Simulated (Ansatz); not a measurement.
Yb:

```
Yb
1.0
     3.87990    0.00000    0.00000
    -1.93995    3.36009    0.00000
     0.00000    0.00000    6.38590
Yb
2
Direct
  0.66667 0.33333 0.75000
  0.33333 0.66667 0.25000
```

This isn't the form of Yb at room conditions, which is fcc.

Base run:

* Program: Ansatz 0.2.0
* Functional: PBEsol
* Potentials or basis: all-electron PAW datasets made for the crystal
* Cutoff: 280 eV (chosen from the basis error)
* k mesh: 8 × 8 × 4
* Occupations: fermi-dirac, width 0.05 eV
* Spin: collinear spin, ferromagnetic start
* Starting moments: [1.0, 1.0] μB

Its results: pressure -3.3 GPa; net moment 0.00 μB per cell.

Problem. After a change of settings the same cell gave: pressure 1.2 GPa; net moment 0.00 μB per cell. Which change was it?
A. potentials or basis from all-electron PAW datasets made for the crystal to all-electron LAPW, scalar-relativistic; cutoff from 280 eV (chosen from the basis error) to 171 eV (chosen from the basis error)
B. potentials or basis from all-electron PAW datasets made for the crystal to all-electron LAPW, non-relativistic; cutoff from 280 eV (chosen from the basis error) to 125 eV (chosen from the basis error)
C. potentials or basis from all-electron PAW datasets made for the crystal to all-electron LAPW, scalar-relativistic; cutoff from 280 eV (chosen from the basis error) to 171 eV (chosen from the basis error); k mesh from 8 × 8 × 4 to 6 × 6 × 3
D. potentials or basis from all-electron PAW datasets made for the crystal to all-electron LAPW, inner shells corrected to Dirac's equation; cutoff from 280 eV (chosen from the basis error) to 171 eV (chosen from the basis error)

Solution. B.

Caveats: an open f shell can end in a state above the lowest; the starting moments weren't kept; relativity is left out, which matters for the heavier elements (some runs).
